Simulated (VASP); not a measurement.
Write the native input for VASP 6.6.1 that does the following.

```yaml
Task: relaxation of cell and atoms
Functional: PBE
Potentials_or_basis: VASP PAW PBE potentials, release 64 (Be)
Cutoff: 600 eV
k_mesh: 6 × 6 × 4
Occupations: gaussian, width 0.1 eV
Spin: no spin polarisation
Dipole_correction: no
Further_INCAR_settings: ALGO = Normal; EDIFF = 1e-06; IBRION = 2; EDIFFG = -0.04; NSW = 90; ISIF = 3
```

The structure of Be lies in POSCAR:

```
Be
1.0
    3.6455610425      0.0000000000      0.0000000000
   -1.2652990342      2.5969267221      0.0000000000
    1.8488308323     -1.0316787890      3.9775529460
Be
4
Direct
    0.6230058826      0.0689425084      0.6186236189
    0.3568863566      0.6621484615      0.1446712463
    0.1334651967      0.0224701706      0.1988852346
    0.8667611245      0.7608365077      0.9654362606
```

The cell was built by a generator and needn't be a form met in nature.

The cell isn't the ideal one: random cell without symmetry.

These files were run (other wordings do the same):

INCAR

```
PREC = Accurate
ENCUT = 600
EDIFF = 1E-6
ISMEAR = 0
SIGMA = 0.1
LREAL = F
LASPH = T
NELM = 100
ALGO = Normal
ISIF = 3
LWAVE = F
LCHARG = F
GGA = PE
IBRION = 2
NSW = 90
EDIFFG = -0.04
```

KPOINTS

```
Automatic mesh
0
Gamma
  6 6 4
```

Potentials or basis: VASP PAW PBE potentials, release 64 (Be).

Launch:

```console
$ cat potpaw_PBE.64/Be/POTCAR > POTCAR
$ mpirun -np 1 vasp_std > vasp.out
```

It gave:

| Quantity | Value |
| --- | --- |
| Relaxed volume | 8.62 Å³/atom |
| Relaxed cell | a = 3.575 Å, b = 3.583 Å, c = 3.588 Å, α = 120.18°, β = 75.42°, γ = 119.82° |
| Space group after relaxing (to 0.05 Å) | I4/mcm (No. 140) |
| Energy gained by relaxing | 2259.3 meV/atom |
| Ionic steps | 30 |
| Pressure after relaxing | 0.0 GPa |
| Largest force after relaxing | 0.034 eV/Å |
| Band gap on the k mesh | none (metal or under the smearing width) |

Caveat: the k mesh is coarse (spacing up to 0.42 Å⁻¹), so the values aren't converged.

It took 5.4 min on 1 thread of Intel(R) Xeon(R) Platinum 8488C (Sapphire Rapids), on a shared host, peak memory 0.18 GiB.
